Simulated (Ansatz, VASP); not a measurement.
## SrVO3: VASP beside Ansatz

File INCAR:

```
SYSTEM = SrVO3
ALGO     = Normal         ! electronic algorithm
EDIFF    = 1E-6           ! SCF threshold, eV
ENCUT    = 520            ! plane-wave cutoff, eV
GGA      = PE             ! functional
ISIF     = 2              ! what is computed and relaxed
ISMEAR   = 0              ! smearing method
ISPIN    = 2              ! spin polarisation
LASPH    = .True.         ! aspherical terms in the spheres
LCHARG   = .False.        ! write CHGCAR
LMAXMIX  = 4              ! l up to which the mixer works
LORBIT   = 11             ! projections on sites
LREAL    = .False.        ! projectors in reciprocal space
LWAVE    = .False.        ! write WAVECAR
MAGMOM   = 0 0.42 0 0 0   ! initial moments
NBANDS   = 32             ! bands
NELM     = 150            ! most SCF steps
PREC     = Accurate       ! precision mode
SIGMA    = 0.05           ! smearing width, eV
```

File KPOINTS:

```
k-points
0
Gamma
  6 6 6
  0 0 0
```

POSCAR

```
SrVO3
1.0
    3.8617221083      0.0000000000      0.0000000000
    0.0000000000      3.8617221083      0.0000000000
    0.0000000000      0.0000000000      3.8617221083
Sr V O
1 1 3
Direct
    0.5000000000      0.5000000000      0.5000000000
    0.0000000000      0.0000000000      0.0000000000
    0.5000000000      0.0000000000      0.0000000000
    0.0000000000      0.5000000000      0.0000000000
    0.0000000000      0.0000000000      0.5000000000
```

Input for Ansatz:

```yaml
crystal:
  lattice:
    - [3.8617221083, 0.0, 0.0]
    - [0.0, 3.8617221083, 0.0]
    - [0.0, 0.0, 3.8617221083]
  atoms:
    - { symbol: Sr, position: [0.5, 0.5, 0.5] }
    - { symbol: V, position: [0.0, 0.0, 0.0], spin: 0.42 }
    - { symbol: O, position: [0.5, 0.0, 0.0] }
    - { symbol: O, position: [0.0, 0.5, 0.0] }
    - { symbol: O, position: [0.0, 0.0, 0.5] }
basis:
  ecutwfc: 420
  ecutrho_ratio: 4
kpoints:
  mp_grid: { grid: [6, 6, 6] }
hamiltonian:
  xc: pbe
scf:
  occupations: { method: gaussian, width: 0.05 }
output:
  forces: true
  stress: true
  eigenvalues: true
  populations: true
magnetization:
  spin_polarized: true
```

Alike in both runs: task single point; functional PBE; k mesh 6 × 6 × 6; occupations gaussian, width 0.05 eV; collinear spin.

|  | VASP | Ansatz |
| --- | --- | --- |
| version | VASP 6.6.1 | Ansatz 0.2.0 |
| potentials or method | VASP PAW PBE potentials, release 64 (Sr_sv, V_sv, O) | scalar-relativistic, plane waves, PAW |
| plane-wave cutoff (eV) | 520 | 420 |
| valence electrons in the cell | 41 | 41 |

|  | VASP | Ansatz | Ansatz less VASP |
| --- | --- | --- | --- |
| gap on the k mesh at the Fermi level (eV) | none | none | - |
| pressure (GPa) | 0.3 | -0.5 | -0.81 |
| net moment per atom (μB) | 0.03 | 0.03 | 0.000 |
| size of the moment on the site where the two differ most (μB) | 0.15 | 0.13 | -0.029 |

Site moments also hang on the region over which each program counts them. A gap of «none» marks a metal or a gap that the smearing closes. With one functional, cell and mesh, what is left measures potentials, basis and numerics.

Caveats: semilocal functionals often make such compounds metallic where correlation or magnetic order opens a gap, which also shifts bond lengths.
